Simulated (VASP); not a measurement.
# PtS₂: G0W0 on PBE, by volume over the given one and cell

PtS₂, P-3m1 (no. 164), 3 atoms in the cell. PBE, GW; PAW potentials Pt_GW, S_GW (PBE set).

| Volume over the given one | Cell | Quasiparticle gap on the mesh (eV) | Gap of the starting point on the mesh (eV) | Quasiparticle gap at the zone centre (eV) | Starting gap at the zone centre (eV) | Correction of the gap between the band edges on the mesh (eV) | Time (s) |
|---|---|---|---|---|---|---|---|
| 0.94 | scale = 0.94 | 1.87 | 1.32 | 3.50 | 2.85 | 0.55 | 50 |
| 0.97 | scale = 0.97 | 1.80 | 1.25 | 3.37 | 2.72 | 0.55 | 53 |
| 1 | as given | 1.74 | 1.19 | 3.26 | 2.60 | 0.55 | 53 |
| 1.03 | scale = 1.03 | 1.68 | 1.13 | 3.14 | 2.49 | 0.55 | 52 |

Limits: spin-orbit coupling is left out, which changes the gap somewhat with Pt; the mesh is coarse: neither the gap nor the screening is converged.

## Input of the first row

INCAR.step1:
```
SYSTEM = PtS2
PREC = Accurate ; ENCUT = 300
ISMEAR = 0 ; SIGMA = 0.05
LASPH = .TRUE. ; LREAL = .FALSE.
GGA = PE ; ALGO = Normal
EDIFF = 1E-8 ; NELM = 150
LWAVE = .TRUE. ; LCHARG = .FALSE.
KPAR = 2
```

INCAR.step2, as INCAR.step1 but for:
```
- ALGO = Normal
- NELM = 150
+ ALGO = Exact
+ NELM = 1
+ ISTART = 1
+ NBANDS = 244
+ LOPTICS = .TRUE.
```

INCAR.step3:
```
SYSTEM = PtS2
PREC = Accurate ; ENCUT = 300
ISMEAR = 0 ; SIGMA = 0.05
LASPH = .TRUE. ; LREAL = .FALSE.
GGA = PE ; ALGO = EVGW0
NBANDS = 244 ; NBANDSGW = 15
ENCUTGW = 160 ; NOMEGA = 48
PRECFOCK = Fast ; ISTART = 1
LWAVE = .FALSE. ; LCHARG = .FALSE.
NELMGW = 1 ; KPAR = 2
```

KPOINTS:
```
k-points
0
Gamma
  3 3 2
```

POSCAR:
```
PtS2
1.0
    3.4708695004      0.0000000000      0.0000000000
   -1.7354347502      3.0058611606      0.0000000000
    0.0000000000      0.0000000000      4.9359384846
Pt S
1 2
Direct
    0.0000000000      0.0000000000      0.0000000000
    0.6666666667      0.3333333333      0.7730000000
    0.3333333333      0.6666666667      0.2270000000
```

Commands (each step's output is kept before the next begins):
```
cat potpaw_PBE.64/Pt_GW/POTCAR potpaw_PBE.64/S_GW/POTCAR > POTCAR
cp INCAR.step1 INCAR
mpirun -np 4 vasp_std > vasp.out
cp INCAR.step2 INCAR
mpirun -np 4 vasp_std > vasp.out
cp INCAR.step3 INCAR
mpirun -np 4 vasp_std > vasp.out
```

VASP 6.6.1 took 50 s on 4 cores (Intel Xeon Platinum 8259CL @ 2.50GHz (Skylake/Cascade Lake)), a shared host.
